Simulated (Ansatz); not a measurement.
## Fitting the PBEsol energy curve of Co3Al

```xyz
4
Lattice="3.5749 0.0000 0.0000 0.0000 3.5749 0.0000 0.0000 0.0000 3.5749" Properties=species:S:1:pos:R:3 pbc="T T T"
Co    0.0000    1.7875    1.7875
Co    1.7875    0.0000    1.7875
Co    1.7875    1.7875    0.0000
Al    0.0000    0.0000    0.0000
```

The cell comes from a database or a generator and needn't be the stable form of this composition.

The cell was scaled at fixed shape and fractions and run with Ansatz, all-electron LAPW, scalar-relativistic; PBEsol, k mesh 8 × 8 × 8 on the cell of 4 atoms, fermi-dirac occupations of 0.05 eV, collinear spin, ferromagnetic start, no spin-orbit coupling. Energies are those that the program minimises, any entropy of the smearing included. For a metal such a mesh isn't converged to the digits shown. The magnetic state is the one that the start led to, which needn't be the lowest.

```tsv
V (Å³/atom)	energy over the lowest row (meV/atom)
10.7369	3.73
10.9653	0.00
11.1937	?
11.4222	10.54
11.6506	23.61
11.8791	41.14
12.1075	62.64
```

Fit the third-order Birch-Murnaghan form, give V0, B0 and B′, and predict the energy left open.

With y = (V0/V)^(2/3), E = E0 + (9 V0 B0/16) [(y - 1)³ B′ + (y - 1)² (6 - 4y)]. Least squares through the rows shown give V0 = 10.9841 Å³/atom, E0 = -0.03 meV, B0 = 208.1 GPa (1 eV/Å³ = 160.218 GPa) and B′ = 4.37, with a largest miss of 0.01 meV. At V = 11.1937 the form with these constants gives 2.48 meV; the run gave 2.47 meV an atom.
